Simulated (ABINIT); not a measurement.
# ZnS (F-43m) in ABINIT: notebook

Aim: see how the results for ZnS move with the level of theory and the settings. Levels: LDA-Teter, HCTH407, WC, RPBE. Tasks: band structure, equation of state.

Program: ABINIT 10.8.3 (patched build). These are calculated values, not measurements. Logs are shortened: lines on timing, memory, paths and dates and some standing lists are left out, and cuts for length are marked. The log counts tension as positive stress, the text compression.

**What was measured.**

“Electronic, vibrational, and thermodynamic properties of ZnS (zincblende and rocksalt structure)”, 2009, arxiv:0911.5022 quotes, for a bulk crystal of ZnS at 19 K: band gap 3.85 eV (direct).

The results are compared with them further down.

### Step 1. The crystal as given

It takes space group F-43m (No. 216, cubic). Conventional cell: a = 5.404 Å, b = 5.404 Å, c = 5.404 Å, α = 90.00°, β = 90.00°, γ = 90.00°. Around Zn (site symmetry -43m) lie 4 S at 2.34 Å. S (site symmetry -43m) is surrounded by 4 Zn at 2.34 Å.

### Step 2. Band structure, LDA-Teter

run.abi

```
# Datasets: ground state, then fixed potential
ndtset 2

# Pseudopotentials
pp_dirpath "./"
pseudos "Zn.upf, S.upf"

# Structure
acell 3*1.0
rprim
     0.0000000000     5.1060399887     5.1060399887
     5.1060399887     0.0000000000     5.1060399887
     5.1060399887     5.1060399887     0.0000000000
ntypat 2
znucl 30 16
natom 2
typat 1 2
xred
     0.7500000000     0.7500000000     0.7500000000
     0.0000000000     0.0000000000     0.0000000000

# Plane-wave basis
ecut 979.609905 eV

# Exchange and correlation
ixc 1

# Bands and occupations
occopt 3
tsmear 0.00183747

# SCF cycle
nstep 100

# Output
iomode 3
prtwf 0
prteig 0
prtebands 0
enunit 1
prtden1 1

# Dataset 1
kptopt1 1
ngkpt1 9 9 9
nshiftk1 1
shiftk1 0.0 0.0 0.0
nband1 17
tolvrs1 1.0e-10

# Dataset 2: bands along G-X-W-K-G-L-U-W-L-K
iscf2 -2
getden2 1
nband2 21
nbdbuf2 2
tolwfr2 1.0e-12
kptopt2 -9
ndivsm2 8
prteig2 1
prtvol2 -3
kptbounds2
     0.0000000000     0.0000000000     0.0000000000
     0.5000000000     0.0000000000     0.5000000000
     0.5000000000     0.2500000000     0.7500000000
     0.3750000000     0.3750000000     0.7500000000
     0.0000000000     0.0000000000     0.0000000000
     0.5000000000     0.5000000000     0.5000000000
     0.6250000000     0.2500000000     0.6250000000
     0.5000000000     0.2500000000     0.7500000000
     0.5000000000     0.5000000000     0.5000000000
     0.3750000000     0.3750000000     0.7500000000
```

Potentials or basis: PseudoDojo NC SR LDA v0.4.1 standard.

On the command line:

```
abinit run.abi > log 2>&1
```

run.abo:

```text
.Version 10.8.3 of ABINIT
 DATASET    1 : space group F-4 3 m (#216); Bravais cF (face-center cubic)
================================================================================
 Values of the parameters that define the memory need for DATASET  1.
     intxc =       0    ionmov =       0      iscf =       7    lmnmax =       6
     lnmax =       6     mgfft =      40  mpssoang =       3    mqgrid =    3001
     natom =       2  nloc_mem =       1    nspden =       1   nspinor =       1
    nsppol =       1      nsym =      24    n1xccc =    2501    ntypat =       2
    occopt =       3   xclevel =       1
       mpw =        2761          nfft =       64000          nkpt =          35
================================================================================
================================================================================

 DATASET    2 : space group F-4 3 m (#216); Bravais cF (face-center cubic)
================================================================================
 Values of the parameters that define the memory need for DATASET  2.
     intxc =       0    ionmov =       0      iscf =      -2    lmnmax =       6
     lnmax =       6     mgfft =      40  mpssoang =       3    mqgrid =    3001
     natom =       2  nloc_mem =       1    nspden =       1   nspinor =       1
    nsppol =       1      nsym =      24    n1xccc =    2501    ntypat =       2
    occopt =       3   xclevel =       1
       mpw =        2776          nfft =       64000          nkpt =         139
================================================================================
================================================================================

--------------------------------------------------------------------------------
------------- Echo of variables that govern the present computation ------------
--------------------------------------------------------------------------------
 -outvars: echo values of preprocessed input variables --------
            acell      1.0000000000E+00  1.0000000000E+00  1.0000000000E+00 Bohr
              amu      6.53900000E+01  3.20660000E+01
             ecut      3.60000000E+01 Hartree
           enunit           1
           getden1          0
           getden2          1
             iscf1          7
             iscf2         -2
           jdtset        1    2
           kptopt1          1
           kptopt2         -9
         kptrlatt        9    0    0      0    9    0      0    0    9
          kptrlen1     6.49892790E+01
          kptrlen2     3.00000000E+01
            natom           2
            nband1         17
            nband2         21
           nbdbuf1          0
           nbdbuf2          2
           ndtset           2
           ndivsm1          0
           ndivsm2          8
            ngfft          40      40      40
             nkpt1         35
             nkpt2        139
            nstep         100
             nsym          24
           ntypat           2
           occopt           3
        prtebands           0
           prteig1          0
           prteig2          1
           prtvol1          0
           prtvol2         -3
            prtwf           0
            rprim      0.0000000000E+00  5.1060399887E+00  5.1060399887E+00
                       5.1060399887E+00  0.0000000000E+00  5.1060399887E+00
                       5.1060399887E+00  5.1060399887E+00  0.0000000000E+00
           shiftk1     0.00000000E+00  0.00000000E+00  0.00000000E+00
           shiftk2     5.00000000E-01  5.00000000E-01  5.00000000E-01
          spgroup         216
           tolvrs1     1.00000000E-10
           tolvrs2     0.00000000E+00
           tolwfr1     0.00000000E+00
           tolwfr2     1.00000000E-12
           tsmear      1.83747000E-03 Hartree
            typat      1  2
           xangst      4.0529999972E+00  4.0529999972E+00  4.0529999972E+00
                       0.0000000000E+00  0.0000000000E+00  0.0000000000E+00
            xcart      7.6590599831E+00  7.6590599831E+00  7.6590599831E+00
                       0.0000000000E+00  0.0000000000E+00  0.0000000000E+00
             xred      7.5000000000E-01  7.5000000000E-01  7.5000000000E-01
                       0.0000000000E+00  0.0000000000E+00  0.0000000000E+00
            znucl       30.00000   16.00000

================================================================================
[... 8 lines left out ...]
--- !DatasetInfo
iteration_state: {dtset: 1, }
dimensions: {natom: 2, nkpt: 35, mband: 17, nsppol: 1, nspinor: 1, nspden: 1, mpw: 2761, }
cutoff_energies: {ecut:  36.0, pawecutdg:  -1.0, }
[... 170 lines left out ...]
  S. Goedecker, M. Teter, J. Huetter, PRB 54, 1703 (1996)

 Real(R)+Recip(G) space primitive vectors, cartesian coordinates (Bohr,Bohr^-1):
 R(1)=  0.0000000  5.1060400  5.1060400  G(1)= -0.0979232  0.0979232  0.0979232
 R(2)=  5.1060400  0.0000000  5.1060400  G(2)=  0.0979232 -0.0979232  0.0979232
 R(3)=  5.1060400  5.1060400  0.0000000  G(3)=  0.0979232  0.0979232 -0.0979232
 Unit cell volume ucvol=  2.6624572E+02 bohr^3
 Angles (23,13,12)=  6.00000000E+01  6.00000000E+01  6.00000000E+01 degrees

 getcut: wavevector=  0.0000  0.0000  0.0000  ngfft=  40  40  40
         ecut(hartree)=     36.000   => boxcut(ratio)=   2.05090
--------------------------------------------------------------------------------

================================================================================
 Non-SCF case, kpt    1 (  0.00000  0.00000  0.00000), residuals and eigenvalues=
  1.87E-13  2.40E-13  3.99E-13  3.81E-13  3.48E-13  2.94E-13  3.61E-13  9.92E-13
  2.90E-13  4.66E-13  7.21E-13  4.30E-13  3.04E-13  4.93E-13  1.87E-13  2.33E-13
  2.13E-13  5.93E-13  8.75E-13  2.24E-12  1.73E-13
 -4.4384E+00 -2.7703E+00 -2.7703E+00 -2.7703E+00 -3.5647E-01 -1.1242E-01
 -1.1242E-01 -1.1242E-01 -9.4703E-02 -9.4703E-02  1.2578E-01  1.2578E-01
  1.2578E-01  1.9405E-01  3.5463E-01  3.5463E-01  3.5463E-01  5.4878E-01
  5.5181E-01  5.5181E-01  6.5135E-01
 Non-SCF case, kpt    2 (  0.02174  0.00000  0.02174), residuals and eigenvalues=
  6.33E-13  1.91E-13  5.44E-13  5.95E-13  9.98E-13  4.96E-13  5.08E-13  9.42E-13
  6.62E-13  6.88E-13  8.23E-13  7.81E-13  4.35E-13  2.72E-13  8.94E-13  3.35E-13
  3.02E-13  4.38E-13  6.54E-13  2.66E-13  2.73E-06
 -4.4384E+00 -2.7703E+00 -2.7703E+00 -2.7703E+00 -3.5629E-01 -1.1244E-01
 -1.1238E-01 -1.1238E-01 -9.4723E-02 -9.4690E-02  1.2369E-01  1.2526E-01
[... 1084 lines left out ...]
  2.41E-13  9.90E-13  7.00E-13  6.30E-13  5.13E-13  7.22E-13  5.47E-13  7.02E-13
  5.98E-13  6.09E-13  9.05E-13  3.68E-07  1.26E-04
 -4.4384E+00 -2.7703E+00 -2.7703E+00 -2.7703E+00 -3.1108E-01 -1.0913E-01
 -1.0259E-01 -9.8123E-02 -9.3564E-02 -8.1813E-02 -4.7427E-02  8.6926E-03
  6.0886E-02  2.7265E-01  3.4554E-01  4.5542E-01  4.7138E-01  5.0699E-01
  5.7074E-01  6.9658E-01  7.4998E-01
 Non-SCF case, kpt  139 (  0.37500  0.37500  0.75000), residuals and eigenvalues=
  8.85E-13  1.87E-13  8.66E-13  3.40E-13  2.27E-13  4.36E-13  6.36E-13  5.03E-13
  7.06E-13  1.55E-13  8.69E-13  7.91E-13  3.08E-13  7.03E-13  3.84E-13  4.39E-13
  7.06E-13  8.97E-13  7.58E-13  5.31E-07  2.73E-04
 -4.4384E+00 -2.7703E+00 -2.7703E+00 -2.7703E+00 -3.1066E-01 -1.0938E-01
 -1.0226E-01 -9.8457E-02 -9.3427E-02 -8.1656E-02 -4.7227E-02  9.2412E-03
  5.8656E-02  2.7008E-01  3.3896E-01  4.6176E-01  4.7859E-01  5.0820E-01
  5.7541E-01  6.9237E-01  7.4107E-01

--- !ResultsGS
iteration_state: {dtset: 2, }
comment   : Summary of ground state results
lattice_vectors:
- [  0.0000000,   5.1060400,   5.1060400, ]
- [  5.1060400,   0.0000000,   5.1060400, ]
- [  5.1060400,   5.1060400,   0.0000000, ]
lattice_lengths: [   7.22103,    7.22103,    7.22103, ]
lattice_angles: [ 60.000,  60.000,  60.000, ] # degrees, (23, 13, 12)
lattice_volume:   2.6624572E+02
convergence: {deltae:  0.000E+00, res2:  0.000E+00, residm:  9.988E-13, diffor:  0.000E+00, }
etotal    :  -2.20044327E+02
entropy   :   0.00000000E+00
fermie    :   1.61385873E-01
cartesian_stress_tensor: null
pressure_GPa: null
xred      :
- [  7.5000E-01,   7.5000E-01,   7.5000E-01, Zn]
- [  0.0000E+00,   0.0000E+00,   0.0000E+00,  S]
cartesian_forces: null
force_length_stats: {min: null, max: null, mean: null, }
...

 Integrated electronic density in atomic spheres:
 ------------------------------------------------
 Atom  Sphere_radius  Integrated_density
    1        2.00000         18.13009173
    2        2.00000          3.90649644
================================================================================

 ----iterations are completed or convergence reached----

 Mean square residual over all n,k,spin=   49.416E-14; max=  99.878E-14
 reduced coordinates (array xred) for    2 atoms
       0.750000000000      0.750000000000      0.750000000000
       0.000000000000      0.000000000000      0.000000000000

 cartesian coordinates (angstrom) at end:
    1      4.05299999721958     4.05299999721958     4.05299999721958
    2      0.00000000000000     0.00000000000000     0.00000000000000
 length scales=  1.000000000000  1.000000000000  1.000000000000 bohr
              =  0.529177210544  0.529177210544  0.529177210544 angstroms
 Eigenvalues (   eV  ) for nkpt= 139  k points:
 kpt#   1, nband= 21, wtk=  1.00000, kpt=  0.0000  0.0000  0.0000 (reduced coord)
-120.77588  -75.38332  -75.38332  -75.38332   -9.69999   -3.05909   -3.05909   -3.05909
  -2.57700   -2.57700    3.42272    3.42272    3.42272    5.28029    9.64992    9.64992
   9.64992   14.93298   15.01552   15.01552   17.72405
 kpt#   2, nband= 21, wtk=  1.00000, kpt=  0.0217  0.0000  0.0217 (reduced coord)
-120.77588  -75.38332  -75.38332  -75.38331   -9.69504   -3.05976   -3.05790   -3.05790
  -2.57754   -2.57665    3.36581    3.40850    3.40850    5.34174    9.62177    9.67051
   9.67051   14.92728   14.98151   15.02147   17.75997
 kpt#   3, nband= 21, wtk=  1.00000, kpt=  0.0435  0.0000  0.0435 (reduced coord)
-120.77588  -75.38331  -75.38331  -75.38330   -9.68024   -3.06173   -3.05434   -3.05434
  -2.57915   -2.57560    3.21375    3.36654    3.36654    5.50699    9.54037    9.73160
   9.73160   14.69573   15.03929   15.11561   17.81430
 kpt#   4, nband= 21, wtk=  1.00000, kpt=  0.0652  0.0000  0.0652 (reduced coord)
-120.77588  -75.38332  -75.38332  -75.38323   -9.65574   -3.06497   -3.04847   -3.04847
  -2.58160   -2.57388    3.00187    3.29879    3.29879    5.73943    9.41375    9.83128
   9.83128   14.36776   15.06892   15.33170   17.88837
 kpt#   5, nband= 21, wtk=  1.00000, kpt=  0.0870  0.0000  0.0870 (reduced coord)
[... 525 lines left out ...]
  -2.55124   -2.25611   -1.34573    0.38580    1.80693    7.58115    9.63830   11.94191
  12.31245   14.04814   15.46556   18.81767   19.77709
 kpt# 137, nband= 21, wtk=  1.00000, kpt=  0.3929  0.3929  0.7143 (reduced coord)
-120.77587  -75.38330  -75.38329  -75.38322   -8.48315   -2.96346   -2.80350   -2.66292
  -2.54909   -2.23939   -1.30792    0.28088    1.72764    7.49828    9.54856   12.15746
  12.58522   13.88599   15.46977   18.94785   20.22850
 kpt# 138, nband= 21, wtk=  1.00000, kpt=  0.3839  0.3839  0.7321 (reduced coord)
-120.77587  -75.38333  -75.38333  -75.38320   -8.46485   -2.96959   -2.79171   -2.67005
  -2.54602   -2.22626   -1.29055    0.23654    1.65679    7.41913    9.40271   12.39256
  12.82689   13.79585   15.53067   18.95489   20.40807
 kpt# 139, nband= 21, wtk=  1.00000, kpt=  0.3750  0.3750  0.7500 (reduced coord)
-120.77587  -75.38341  -75.38341  -75.38338   -8.45337   -2.97652   -2.78272   -2.67914
  -2.54228   -2.22197   -1.28511    0.25146    1.59610    7.34923    9.22348   12.56503
  13.02313   13.82888   15.65770   18.84023   20.16558

== END DATASET(S) ==============================================================
================================================================================

 -outvars: echo values of variables after computation  --------
            acell      1.0000000000E+00  1.0000000000E+00  1.0000000000E+00 Bohr
           etotal1    -2.2004432651E+02
            fcart1    -0.0000000000E+00 -0.0000000000E+00 -0.0000000000E+00
                      -0.0000000000E+00 -0.0000000000E+00 -0.0000000000E+00
            rprim      0.0000000000E+00  5.1060399887E+00  5.1060399887E+00
                       5.1060399887E+00  0.0000000000E+00  5.1060399887E+00
                       5.1060399887E+00  5.1060399887E+00  0.0000000000E+00
           strten1     2.1353321658E-04  2.1353321658E-04  2.1353321658E-04
                       0.0000000000E+00  0.0000000000E+00  0.0000000000E+00
           xangst      4.0529999972E+00  4.0529999972E+00  4.0529999972E+00
                       0.0000000000E+00  0.0000000000E+00  0.0000000000E+00
             xred      7.5000000000E-01  7.5000000000E-01  7.5000000000E-01
                       0.0000000000E+00  0.0000000000E+00  0.0000000000E+00
 Calculation completed.
```

Run time: 3.1 min. Hardware: 1 thread of Arm Neoverse V2, shared host; peak memory 0.19 GiB.

What came out:

- Free energy: -5987.7112 eV
- Band gap on the k mesh: 1.86 eV, direct
- Valence electrons inside the program's atomic spheres: Zn 18.13; S 3.91

Levels at the corners of the path, in eV from the valence-band top:
| point | band 11 | band 12 | band 13 | band 14 | band 15 | band 16 |
| --- | --- | --- | --- | --- | --- | --- |
| Γ | 0.00 | 0.00 | 0.00 | 1.86 | 6.23 | 6.23 |
| X | -4.66 | -2.24 | -2.24 | 3.19 | 3.88 | 10.69 |
| W | -4.67 | -2.80 | -2.77 | 5.52 | 5.89 | 7.66 |
| K | -4.71 | -3.17 | -1.83 | 3.93 | 5.80 | 9.14 |
| Γ | 0.00 | 0.00 | 0.00 | 1.86 | 6.23 | 6.23 |
| L | -5.38 | -0.88 | -0.88 | 3.09 | 6.76 | 6.76 |
| U | -4.71 | -3.17 | -1.83 | 3.93 | 5.80 | 9.14 |
| W | -4.67 | -2.80 | -2.77 | 5.52 | 5.89 | 7.66 |
| L | -5.38 | -0.88 | -0.88 | 3.09 | 6.76 | 6.76 |
| K | -4.71 | -3.17 | -1.83 | 3.93 | 5.80 | 9.14 |

Caveat: the cutoff is too short for stress, so the log's stress isn't used.

[end of part 1 of 2]
